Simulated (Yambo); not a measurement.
# HgTe (Coloradoite) (F-43m) in Yambo: notebook, part 2 of 2

Yambo 5.3.0. The steps go on from the part before.

## Step 4: Optical spectrum, PBE

optics4.in reads:

```
optics
chi
Chimod= "HARTREE"
% BndsRnXd
 1 | 38 |
%
NGsBlkXd= 1 Ry
% LongDrXd
 1 | 0 | 0 |
%
% QpntsRXd
 1 | 1 |
%
% EnRngeXd
 0 | 30 | eV
%
% DmRngeXd
 0.05 | 0.05 | eV
%
ETStpsXd= 200
```

scf.in reads:

```
&CONTROL
  calculation = 'scf'
  prefix = 'pwscf'
  outdir = './tmp'
  pseudo_dir = './pseudo'
/
&SYSTEM
  ibrav = 0
  nat = 2
  ntyp = 2
  ecutwfc = 80
  nbnd = 26
  occupations = 'smearing'
  smearing = 'fd'
  degauss = 0.00367493
  force_symmorphic = .true.
/
&ELECTRONS
  conv_thr = 4d-10
  electron_maxstep = 120
  mixing_beta = 0.5
/
ATOMIC_SPECIES
Hg   200.5920 Hg.upf
Te   127.6000 Te.upf
CELL_PARAMETERS angstrom
   0.0000000000    3.2145000000    3.2145000000
   3.2145000000    0.0000000000    3.2145000000
   3.2145000000    3.2145000000    0.0000000000
ATOMIC_POSITIONS crystal
Hg     0.0000000000    0.0000000000    0.0000000000
Te     0.7500000000    0.7500000000    0.7500000000
K_POINTS automatic
12 12 12 0 0 0
```

nscf.in reads:

```
&CONTROL
  calculation = 'nscf'
  prefix = 'pwscf'
  outdir = './tmp'
  pseudo_dir = './pseudo'
/
&SYSTEM
  ibrav = 0
  nat = 2
  ntyp = 2
  ecutwfc = 80
  nbnd = 38
  occupations = 'smearing'
  smearing = 'fd'
  degauss = 0.00367493
  force_symmorphic = .true.
/
&ELECTRONS
  conv_thr = 1d-08
  diago_full_acc = .true.
  diago_thr_init = 1d-06
/
ATOMIC_SPECIES
Hg   200.5920 Hg.upf
Te   127.6000 Te.upf
CELL_PARAMETERS angstrom
   0.0000000000    3.2145000000    3.2145000000
   3.2145000000    0.0000000000    3.2145000000
   3.2145000000    3.2145000000    0.0000000000
ATOMIC_POSITIONS crystal
Hg     0.0000000000    0.0000000000    0.0000000000
Te     0.7500000000    0.7500000000    0.7500000000
K_POINTS automatic
12 12 12 0 0 0
```

Potentials or basis: PseudoDojo 0.4.1 SR PBE standard.

Run with:

```
OMP_NUM_THREADS=1 pw.x -in scf.in > scf.out
OMP_NUM_THREADS=1 pw.x -in nscf.in > nscf.out
cd tmp/pwscf.save; p2y; mv SAVE ../..; cd ../..
OMP_NUM_THREADS=1 yambo
OMP_NUM_THREADS=1 yambo -F optics4.in -J optics4 -C optics4_out
```

Yambo's report:

```text
[... sections 02.01 to 02.04 as in the set-up run ...]

  [02.05] Energies & Occupations
  ==============================

  [X] === General ===
  [X] Electronic Temperature                        :  0.258606E-1   300.100    [eV K]
  [X] Bosonic    Temperature                        :  0.258606E-1   300.100    [eV K]
  [X] Finite Temperature mode                       : yes
  [X] El. density                                   :  0.54192E+24 [cm-3]
  [X] Fermi Level                                   :  9.169182 [eV]

  [X] === Gaps and Widths ===
  [X] Conduction Band Min                           :  9.169182 [eV]
  [X] Valence Band Max                              :  9.169182 [eV]
  [X] Filled Bands                                  :  16
  [X] Metallic Bands                                :  17  19
  [X] Empty Bands                                   :   20   38

  [X] === Metallic Characters ===
  [X] N of el / N of met el                         :  36.00000   4.00624
  [X] Average metallic occ.                         :  0.333854

  [WARNING] [X] Metallic system

 [03] Transferred momenta grid and indexing
 ==========================================

 IBZ Q-points                                      :   72
 BZ  Q-points                                      :  1728

 K/Q-points units:
 rlu = crystal or reduced units; cc = cartesian coordinates; iku = interal k-units

 Q [ 1]         [rlu]:  0.000000  0.000000  0.000000
 Q [ 2]         [rlu]:  0.11582E-17  0.11582E-17  0.83333E-01
 Q [ 3]         [rlu]:  0.23165E-17  0.23165E-17  0.16667
 Q [ 4]         [rlu]:  0.37051E-17  0.37051E-17  0.25000
 Q [ 5]         [rlu]:  0.46329E-17  0.46329E-17  0.33333
 Q [ 6]         [rlu]:  0.64825E-17  0.64825E-17  0.41667
 Q [ 7]         [rlu]: -0.74102E-17 -0.74102E-17 -0.50000
 Q [ 8]         [rlu]:  0.15538E-18  0.83333E-01  0.83333E-01
 Q [ 9]         [rlu]:  0.92779E-18  0.83333E-01  0.16667
 Q [10]         [rlu]:  0.18556E-17  0.83333E-01  0.25000
 Q [11]         [rlu]:  0.27834E-17  0.83333E-01  0.33333
 Q [12]         [rlu]:  0.64764E-17  0.83333E-01  0.41667
 Q [13]         [rlu]:  0.30551E-16  0.83333E-01  0.50000
 Q [14]         [rlu]: -0.55668E-17  0.83333E-01 -0.41667
 Q [15]         [rlu]: -0.92477E-17  0.83333E-01 -0.33333
[... 33 lines left out ...]
 Q [49]         [rlu]:  0.083333  0.250000  0.333333
 Q [50]         [rlu]:  0.083333  0.250000  0.416667

 Remaining 22 points informations can be written running with -fatlog

 [04] Dipoles
 ============

  [04.01] Setup: observables and procedures
  =========================================

  [WF-Oscillators/G space/Transverse up loader] Normalization (few states)  min/max  :  0.11723E-17   1.0000

  [WR./optics4//ndb.dipoles]------------------------------------------------------
   Brillouin Zone Q/K grids (IBZ/BZ)                :    72  1728    72  1728
   RL vectors                                       :   6735 [WF]
   Fragmentation                                    : yes
   Electronic Temperature                           :  300.1000 [K]
   Bosonic    Temperature                           :  300.1000 [K]
   DIP band range                                   :    1   38
   DIP band range limits                            :  19  17
   DIP e/h energy range                             : -1.000000 -1.000000 [eV]
   RL vectors in the sum                            :   6735
   [r,Vnl] included                                 : yes
   Bands ordered                                    : yes
   Direct v evaluation                              : no
   Approach used                                    : G-space v
   Dipoles computed                                 : R V P [G-space]
   Wavefunctions                                    : Perdew, Burke & Ernzerhof(X)+Perdew, Burke & Ernzerhof(C)

  [WARNING] [r,Vnl^pseudo] included in position and velocity dipoles.

  [WARNING] In case H contains other non local terms, these are neglected

 [05] Optics
 ===========

 [X-CG] R(p) Tot o/o(of R):    17888   629554      100

 [WARNING] The system is a metal but Drude term not included.
```

o-optics4.eel_q1_inv_rpa_dyson:

```text
# Electron Energy Loss @ Q(1):   1.00000000      0.00000000      0.00000000    [q->0 direction]
#
# [ X ] Hartree size                              :  15
# [GEN] GF Energies                               : Perdew, Burke & Ernzerhof(X)+Perdew, Burke & Ernzerhof(C)
# [GEN] Green`s Function                          : Retarded
#
# [GEN] Gauge                                     : Length
# [GEN] [r,Vnl] included                          : yes
#
#    E[1] [eV]          Im(eel)            Re(eel)            Im(eel_o)          Re(eel_o)
#
        0.000000           0.13962E-17       -0.057337          -0.47869E-19       -0.055024
        0.150754           0.935892E-3       -0.056009           0.855974E-3       -0.053812
        0.301508           0.002519          -0.051266           0.002320          -0.049462
        0.452261           0.008174          -0.038751           0.007691          -0.037866
        0.603015           0.074283          -0.045816           0.068242          -0.049295
        0.753769           0.016518          -0.079234           0.014581          -0.074705
[... 192 lines left out ...]
        29.84925           0.826185          -1.031224           0.532570          -1.839042
        30.00000           0.865912          -1.014629           0.454975          -1.867005
#
```

It took 5.5 min on 1 thread of Arm Neoverse V1, shared host; peak memory 1.1 GiB.

Results:

- Band gap on the k mesh, mean-field level: none (metal or under the smearing width)
- Peak of the energy-loss function: 13.4 eV

Dielectric function (along the field direction of the input):
```csv
energy (eV),real part,imaginary part
0.30,19.46,0.96
0.90,18.59,4.80
1.51,10.20,14.32
2.26,6.50,14.28
2.86,6.69,9.72
3.62,5.74,7.57
4.22,4.05,10.79
4.97,-1.48,5.01
5.58,-0.67,4.02
6.33,-1.39,5.90
6.93,-1.46,3.43
7.69,-1.79,2.09
8.29,-0.62,1.72
9.05,0.02,1.91
9.65,-0.58,1.77
10.40,-0.59,1.04
11.01,-0.10,0.93
11.76,-0.08,0.98
12.36,0.12,0.88
13.12,0.22,0.68
13.72,0.39,0.66
14.47,0.26,0.61
15.08,0.37,0.67
15.83,0.53,0.52
16.43,0.56,0.45
17.19,0.69,0.59
17.79,0.51,0.72
18.54,0.50,0.66
19.15,0.57,0.54
19.90,0.54,0.45
```

Energy-loss function:
```json
{"energy (eV)": "0.0", "loss": "0.000"}
{"energy (eV)": "1.4", "loss": "0.016"}
{"energy (eV)": "2.6", "loss": "0.097"}
{"energy (eV)": "3.9", "loss": "0.106"}
{"energy (eV)": "5.3", "loss": "0.202"}
{"energy (eV)": "6.5", "loss": "0.156"}
{"energy (eV)": "7.8", "loss": "0.398"}
{"energy (eV)": "9.2", "loss": "0.494"}
{"energy (eV)": "10.4", "loss": "0.726"}
{"energy (eV)": "11.8", "loss": "1.018"}
{"energy (eV)": "13.1", "loss": "1.333"}
{"energy (eV)": "14.3", "loss": "1.242"}
{"energy (eV)": "15.7", "loss": "1.198"}
{"energy (eV)": "16.9", "loss": "0.750"}
{"energy (eV)": "18.2", "loss": "0.973"}
{"energy (eV)": "19.6", "loss": "0.843"}
{"energy (eV)": "20.8", "loss": "0.774"}
{"energy (eV)": "22.2", "loss": "0.805"}
{"energy (eV)": "23.5", "loss": "0.656"}
{"energy (eV)": "24.7", "loss": "0.605"}
{"energy (eV)": "26.1", "loss": "0.479"}
{"energy (eV)": "27.4", "loss": "0.520"}
{"energy (eV)": "28.6", "loss": "0.470"}
{"energy (eV)": "30.0", "loss": "0.866"}
```

Caveat: the intraband (Drude) term of the metal is left out; the ground state has no gap, which makes the many-body step unreliable; these spectra lack excitons. Spin-orbit coupling is left out, which matters for the levels of Hg, Te.

## Step 5: Optical spectrum, PBEsol

optics0.in reads:

```
optics
chi
Chimod= "IP"
% BndsRnXd
 1 | 38 |
%
% LongDrXd
 0 | 1 | 0 |
%
% QpntsRXd
 1 | 1 |
%
% EnRngeXd
 0 | 15 | eV
%
% DmRngeXd
 0.2 | 0.2 | eV
%
ETStpsXd= 300
```

scf.in is that of step 4.

nscf.in is that of step 4.

Potentials or basis: PseudoDojo 0.4.1 SR PBEsol standard.

Run with:

```
OMP_NUM_THREADS=1 pw.x -in scf.in > scf.out
OMP_NUM_THREADS=1 pw.x -in nscf.in > nscf.out
cd tmp/pwscf.save; p2y; mv SAVE ../..; cd ../..
OMP_NUM_THREADS=1 yambo
OMP_NUM_THREADS=1 yambo -F optics0.in -J optics0 -C optics0_out
```

Yambo's report:

```text
[... sections 02.01 to 02.04 as in the set-up run ...]

  [02.05] Energies & Occupations
  ==============================

  [X] === General ===
  [X] Electronic Temperature                        :  0.258606E-1   300.100    [eV K]
  [X] Bosonic    Temperature                        :  0.258606E-1   300.100    [eV K]
  [X] Finite Temperature mode                       : yes
  [X] El. density                                   :  0.54192E+24 [cm-3]
  [X] Fermi Level                                   :  9.019129 [eV]

  [X] === Gaps and Widths ===
  [X] Conduction Band Min                           :  9.019129 [eV]
  [X] Valence Band Max                              :  9.019129 [eV]
  [X] Filled Bands                                  :  16
  [X] Metallic Bands                                :  17  19
  [X] Empty Bands                                   :   20   38

  [X] === Metallic Characters ===
  [X] N of el / N of met el                         :  36.00000   4.00605
  [X] Average metallic occ.                         :  0.333838

  [WARNING] [X] Metallic system

 [03] Transferred momenta grid and indexing
[... 59 lines left out ...]
 Remaining 22 points informations can be written running with -fatlog

 [04] Dipoles
 ============

  [04.01] Setup: observables and procedures
  =========================================

  [WF-Oscillators/G space/Transverse up loader] Normalization (few states)  min/max  :  0.15274E-17   1.0000

  [WR./optics0//ndb.dipoles]------------------------------------------------------
   Brillouin Zone Q/K grids (IBZ/BZ)                :    72  1728    72  1728
   RL vectors                                       :   6735 [WF]
   Fragmentation                                    : yes
   Electronic Temperature                           :  300.1000 [K]
   Bosonic    Temperature                           :  300.1000 [K]
   DIP band range                                   :    1   38
   DIP band range limits                            :  19  17
   DIP e/h energy range                             : -1.000000 -1.000000 [eV]
   RL vectors in the sum                            :   6735
   [r,Vnl] included                                 : yes
   Bands ordered                                    : yes
   Direct v evaluation                              : no
   Approach used                                    : G-space v
   Dipoles computed                                 : R V P [G-space]
   Wavefunctions                                    : Perdew, Burke & Ernzerhof SOL(X)+Perdew, Burke & Ernzerhof SOL(C)

  [WARNING] [r,Vnl^pseudo] included in position and velocity dipoles.

  [WARNING] In case H contains other non local terms, these are neglected

 [05] Optics
 ===========

 [X-CG] R(p) Tot o/o(of R):    17941   629554      100

 [WARNING] The system is a metal but Drude term not included.
```

o-optics0.eps_q1_ip:

```text
# Absorption @ Q(1):   0.00000000      1.00000000      0.00000000    [q->0 direction]
#
# [ X ] Hartree size                              :  1
# [GEN] GF Energies                               : Perdew, Burke & Ernzerhof SOL(X)+Perdew, Burke & Ernzerhof SOL(C)
# [GEN] Green`s Function                          : Retarded
#
# [GEN] Gauge                                     : Length
# [GEN] [r,Vnl] included                          : yes
#
#    E[1] [eV]          Im(eps)            Re(eps)
#
        0.000000           0.72074E-17        18.64300
        0.050167           0.349746           18.66790
        0.100334           0.720907           18.74160
        0.150502           1.137557           18.86024
        0.200669           1.629064           19.01406
        0.250836           2.231951           19.18079
[... 292 lines left out ...]
        14.94983           0.613734           0.255754
        15.00000           0.613059           0.260038
#
```

Wall time 9.2 min (1 thread of Intel Xeon at 2.50GHz (Skylake/Cascade Lake), shared host); peak memory 0.33 GiB.

Results:

- Band gap on the k mesh, mean-field level: none (metal or under the smearing width)

Dielectric function (along the field direction of the input):
```
energy (eV)  real part  imaginary part
       0.25      19.18            2.23
       1.00      14.51            7.47
       1.76       9.16           10.29
       2.56       5.18            8.53
       3.31       5.23            7.20
       4.11       3.75           10.85
       4.87      -0.24            7.66
       5.67       0.41            7.42
       6.42      -2.50            5.24
       7.22      -2.08            3.22
       7.98      -1.25            2.34
       8.78      -0.76            2.16
       9.53      -1.07            1.99
      10.33      -0.70            1.17
      11.09      -0.33            1.12
      11.89      -0.13            1.02
      12.64      -0.16            0.90
      13.44       0.05            0.82
      14.20       0.07            0.62
      15.00       0.26            0.61
```

Caveat: the intraband (Drude) term of the metal is left out; the ground state has no gap, which makes the many-body step unreliable; independent-particle spectra lack excitons. The run has no spin-orbit coupling, so splittings on Hg, Te are missing.

## Step 6: Optical spectrum, PBEsol

optics1.in reads:

```
optics
chi
Chimod= "HARTREE"
% BndsRnXd
 1 | 38 |
%
NGsBlkXd= 3 Ry
% LongDrXd
 0 | 1 | 0 |
%
% QpntsRXd
 1 | 1 |
%
% EnRngeXd
 0 | 15 | eV
%
% DmRngeXd
 0.1 | 0.1 | eV
%
ETStpsXd= 200
```

scf.in is that of step 5.

nscf.in is that of step 5.

Potentials or basis: PseudoDojo 0.4.1 SR PBEsol standard.

Run with:

```
OMP_NUM_THREADS=1 pw.x -in scf.in > scf.out
OMP_NUM_THREADS=1 pw.x -in nscf.in > nscf.out
cd tmp/pwscf.save; p2y; mv SAVE ../..; cd ../..
OMP_NUM_THREADS=1 yambo
OMP_NUM_THREADS=1 yambo -F optics1.in -J optics1 -C optics1_out
```

Yambo's report:

```text
[... sections 02.01 to 02.04 as in the set-up run ...]

  [02.05] Energies & Occupations
  ==============================

  [X] === General ===
  [X] Electronic Temperature                        :  0.258606E-1   300.100    [eV K]
  [X] Bosonic    Temperature                        :  0.258606E-1   300.100    [eV K]
  [X] Finite Temperature mode                       : yes
  [X] El. density                                   :  0.54192E+24 [cm-3]
  [X] Fermi Level                                   :  9.019129 [eV]

  [X] === Gaps and Widths ===
  [X] Conduction Band Min                           :  9.019129 [eV]
  [X] Valence Band Max                              :  9.019129 [eV]
  [X] Filled Bands                                  :  16
  [X] Metallic Bands                                :  17  19
  [X] Empty Bands                                   :   20   38

  [X] === Metallic Characters ===
  [X] N of el / N of met el                         :  36.00000   4.00605
  [X] Average metallic occ.                         :  0.333838

  [WARNING] [X] Metallic system

 [03] Transferred momenta grid and indexing
[... 59 lines left out ...]
 Remaining 22 points informations can be written running with -fatlog

 [04] Dipoles
 ============

  [04.01] Setup: observables and procedures
  =========================================

  [WF-Oscillators/G space/Transverse up loader] Normalization (few states)  min/max  :  0.15274E-17   1.0000

  [WR./optics1//ndb.dipoles]------------------------------------------------------
   Brillouin Zone Q/K grids (IBZ/BZ)                :    72  1728    72  1728
   RL vectors                                       :   6735 [WF]
   Fragmentation                                    : yes
   Electronic Temperature                           :  300.1000 [K]
   Bosonic    Temperature                           :  300.1000 [K]
   DIP band range                                   :    1   38
   DIP band range limits                            :  19  17
   DIP e/h energy range                             : -1.000000 -1.000000 [eV]
   RL vectors in the sum                            :   6735
   [r,Vnl] included                                 : yes
   Bands ordered                                    : yes
   Direct v evaluation                              : no
   Approach used                                    : G-space v
   Dipoles computed                                 : R V P [G-space]
   Wavefunctions                                    : Perdew, Burke & Ernzerhof SOL(X)+Perdew, Burke & Ernzerhof SOL(C)

  [WARNING] [r,Vnl^pseudo] included in position and velocity dipoles.

  [WARNING] In case H contains other non local terms, these are neglected

 [05] Optics
 ===========

 [X-CG] R(p) Tot o/o(of R):    17941   629554      100

 [WARNING] The system is a metal but Drude term not included.
```

It took 11 min on 1 thread of Intel Xeon at 2.50GHz (Skylake/Cascade Lake), shared host; peak memory 1.1 GiB.

Results:

```
Band gap on the k mesh, mean-field level : none (metal or under the smearing width)
```

Dielectric function (along the field direction of the input):
```tsv
energy (eV)	real part	imaginary part
0.30	19.88	2.22
0.75	14.03	4.22
1.28	15.15	6.34
1.81	6.79	8.71
2.26	3.92	10.93
2.79	5.15	7.52
3.32	3.39	5.55
3.84	4.62	9.52
4.30	1.64	11.08
4.82	-1.31	6.85
5.35	0.16	5.82
5.80	1.08	6.52
6.33	-1.78	4.98
6.86	-1.56	3.76
7.39	-1.52	2.68
7.84	-1.28	2.19
8.37	-0.65	1.87
8.89	-0.23	1.56
9.42	0.07	1.90
9.87	-0.66	1.89
10.40	-0.53	1.18
10.93	-0.27	1.03
11.38	-0.17	1.06
11.91	0.00	0.89
12.44	-0.05	0.96
12.96	0.03	0.69
13.42	0.20	0.63
13.94	0.33	0.72
14.47	0.32	0.59
15.00	0.32	0.64
```

Caveat: the intraband (Drude) term of the metal is left out; the ground state has no gap, which makes the many-body step unreliable; these spectra lack excitons.

## Step 7: Overview

```csv
level,potentials or basis,direction of the field or of q to 0,broadening,kernel,top of the energy range,energy points,gap on the mesh (eV)
PBE,PseudoDojo 0.4.1 SR PBE standard,y,0.05 eV,adiabatic LDA,10 eV,150,none
PBE,PseudoDojo 0.4.1 SR PBE standard,y,0.3 eV,none (independent particles),20 eV,300,none
PBE,PseudoDojo 0.4.1 SR PBE standard,x,0.05 eV,Hartree (RPA with local fields),30 eV,200,none
PBEsol,PseudoDojo 0.4.1 SR PBEsol standard,y,0.2 eV,none (independent particles),15 eV,300,none
PBEsol,PseudoDojo 0.4.1 SR PBEsol standard,y,0.1 eV,Hartree (RPA with local fields),15 eV,200,none
```

Alike in all rows: task optical spectrum; no spin polarisation; cell as given; k mesh 12 × 12 × 12; cutoff (eV) 1088; smearing fermi-dirac 0.05 eV.

Caveats: the intraband (Drude) term of the metal is left out; the ground state has no gap, which makes the many-body step unreliable; these spectra lack excitons (some runs); independent-particle spectra lack excitons (some runs); the LDA kernel is used on GGA states, which is inconsistent by a few percent (some runs).

Total energies depend on the potentials used, so only differences within one code and one set of settings carry meaning.
